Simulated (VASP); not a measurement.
Tc: single point with PBE

Crystal: Tc.

```
CELL_PARAMETERS angstrom
0.04787 1.96905 1.97138
2.00713 0.03456 1.98470
1.97312 1.94836 0.06856
ATOMIC_POSITIONS crystal
Tc 0.99325 0.99319 0.03631
```

The cell isn't the ideal one: cell strained at random at fixed volume.

| Item | Value |
| --- | --- |
| Program | VASP 6.6.1 |
| Task | single point |
| Functional | PBE |
| Potentials or basis | VASP PAW PBE potentials, release 64 (Tc_pv) |
| Cutoff | 520 eV |
| k mesh | 12 × 12 × 12 |
| Occupations | fermi-dirac, width 0.05 eV |
| Spin | no spin polarisation |
| Further INCAR settings | ALGO = Normal; EDIFF = 1e-07; NBANDS = 12 |

- Pressure: -6.3 GPa
- Band gap on the k mesh: none (metal or under the smearing width)

Stress tensor (GPa, compression positive):
```
-7.98 -0.68 -6.72
-0.68 -5.59 -4.89
-6.72 -4.89 -5.24
```

Levels at points of the mesh, in eV from the Fermi level:
| k point | band 5 | band 6 | band 7 | band 8 | band 9 | band 10 |
| --- | --- | --- | --- | --- | --- | --- |
| (0.00, 0.00, 0.00) | -2.15 | -1.73 | -1.37 | 0.71 | 0.89 | 14.00 |
| (0.50, 0.00, 0.00) | -2.34 | -1.47 | 1.29 | 2.51 | 2.93 | 10.50 |
| (0.00, 0.50, 0.00) | -2.19 | -1.55 | 1.15 | 2.37 | 2.96 | 10.33 |
| (0.50, 0.50, 0.00) | -5.13 | 2.53 | 3.21 | 3.37 | 3.81 | 12.64 |
| (0.00, 0.00, 0.50) | -2.23 | -1.73 | 1.53 | 2.60 | 3.00 | 10.81 |
| (0.50, 0.00, 0.50) | -5.14 | 2.62 | 3.18 | 3.35 | 3.82 | 12.06 |
| (0.00, 0.50, 0.50) | -5.11 | 2.59 | 3.23 | 3.31 | 3.56 | 12.49 |
| (0.50, 0.50, 0.50) | -2.00 | -1.57 | 0.78 | 2.47 | 2.72 | 9.80 |

Wall time 68 s on 1 thread of Intel(R) Xeon(R) Platinum 8488C (Sapphire Rapids) (shared host), peak memory 0.26 GiB.
